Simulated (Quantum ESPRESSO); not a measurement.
HfN:

```
Hf N
1.0
     0.00000    2.25600    2.25600
     2.25600    0.00000    2.25600
     2.25600    2.25600    0.00000
Hf N
1 1
Direct
  0.00000 0.00000 0.00000
  0.50000 0.50000 0.50000
```

Base run:

```yaml
Program: Quantum ESPRESSO 7.5
Functional: PBE
Potentials_or_basis: SSSP 1.3 efficiency PBE
Cutoff: 816 eV
Density_cutoff: 6531 eV
k_mesh: 10 × 10 × 10
Occupations: fermi-dirac, width 0.05 eV
Spin: no spin polarisation
Hubbard_terms: Hf d U = 6 eV
```

Its results: band gap on the k mesh none (metal or under the smearing width); pressure -0.1 GPa.

Q: After a change of settings the same cell gave: band gap on the k mesh none (metal or under the smearing width); pressure 3.0 GPa. Which change was it?
A. hubbard terms from Hf d U = 6 eV to Hf d U = 8 eV
B. potentials or basis from SSSP 1.3 efficiency PBE to PseudoDojo 0.4.1 SR PBE standard; cutoff from 816 eV to 1143 eV; density cutoff from 6531 eV to 4572 eV; hubbard terms from Hf d U = 6 eV to none; hubbard projectors from atomic to none
C. hubbard terms from Hf d U = 6 eV to none
D. hubbard terms from Hf d U = 6 eV to Hf d U = 3 eV

A: D.

Caveats: U without spin polarisation on a metal has little footing.
